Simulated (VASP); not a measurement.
# Ru: energy at fixed spin moment, by functional and volume against the source cell

Ru, P6_3/mmc (no. 194), 2 atoms in the cell.

| Functional | Volume against the source cell | Cell | Moment at the minimum, by a parabola in the squared moment through the lowest point and its neighbours (muB per cell) | Energy there by the same parabola, against the smallest moment (meV/atom) | Moment left free (muB per cell) | Time (s) |
|---|---|---|---|---|---|---|
| PBE | 0.94 | volume scaled by 0.94 | 0.00 | 0.0 | 0.00 | 496 |
| PBE | 1 | as given | 0.00 | 0.0 | 0.00 | 453 |
| PBEsol | 1 | as given | 0.00 | 0.0 | 0.00 | 494 |
| PBEsol | 1.03 | volume scaled by 1.03 | 0.00 | 0.0 | 0.00 | 486 |

## Input of the first row

INCAR.step1:
```
ALGO     = Normal         # electronic algorithm
EDIFF    = 1E-7           # SCF threshold, eV
ENCUT    = 450            # plane-wave cutoff, eV
GGA      = PE             # functional
ISIF     = 2              # what is computed and relaxed
ISMEAR   = 1              # smearing method
ISPIN    = 2              # spin polarisation
LASPH    = True           # aspherical terms in the spheres
LCHARG   = False          # write CHGCAR
LMAXMIX  = 4              # l up to which the mixer works
LORBIT   = 11             # projections on sites
LREAL    = False          # projectors in reciprocal space
LWAVE    = False          # write WAVECAR
MAGMOM   = 0 0            # initial moments
NELM     = 200            # most SCF steps
NUPDOWN  = 0.0            # fixed moment
PREC     = Accurate       # precision mode
SIGMA    = 0.1            # smearing width, eV
```

INCAR.step2, as INCAR.step1 but for:
```
- MAGMOM = 0 0
- NUPDOWN = 0.0
+ MAGMOM = 0.1625 0.1625
+ NUPDOWN = 0.32
```

INCAR.step3 to INCAR.step9 change the same tags again: MAGMOM = 0.325 0.325, 0.4875 0.4875, 0.65 0.65, 0.8125 0.8125, 0.975 0.975, 1.1375 1.1375, 1.3 1.3; NUPDOWN = 0.65, 0.98, 1.3, 1.62, 1.95, 2.28, 2.6.

INCAR.step10, as INCAR.step9 but for:
```
- NUPDOWN = 2.6
```

KPOINTS:
```
k-points
0
Gamma
  18 18 10
```

POSCAR:
```
Ru
1.0
    2.6505640930      0.0000000000      0.0000000000
   -1.3252820465      2.2954558389      0.0000000000
    0.0000000000      0.0000000000      4.1944897589
Ru
2
Direct
    0.6666666667      0.3333333333      0.7500000000
    0.3333333333      0.6666666667      0.2500000000
```

Commands (each step's output is kept before the next begins):
```
cat potpaw_PBE.64/Ru_pv/POTCAR > POTCAR
cp INCAR.step1 INCAR
mpirun -np 4 vasp_std > vasp.out
rm WAVECAR CHG
cp INCAR.step2 INCAR
mpirun -np 4 vasp_std > vasp.out
rm WAVECAR CHG
cp INCAR.step3 INCAR
mpirun -np 4 vasp_std > vasp.out
rm WAVECAR CHG
cp INCAR.step4 INCAR
mpirun -np 4 vasp_std > vasp.out
rm WAVECAR CHG
cp INCAR.step5 INCAR
mpirun -np 4 vasp_std > vasp.out
rm WAVECAR CHG
cp INCAR.step6 INCAR
mpirun -np 4 vasp_std > vasp.out
rm WAVECAR CHG
cp INCAR.step7 INCAR
mpirun -np 4 vasp_std > vasp.out
rm WAVECAR CHG
cp INCAR.step8 INCAR
mpirun -np 4 vasp_std > vasp.out
rm WAVECAR CHG
cp INCAR.step9 INCAR
mpirun -np 4 vasp_std > vasp.out
rm WAVECAR CHG
cp INCAR.step10 INCAR
mpirun -np 4 vasp_std > vasp.out
```

VASP 6.6.1 took 496 s on 4 cores (Intel Xeon Platinum 8559C (Emerald Rapids)), a shared host.
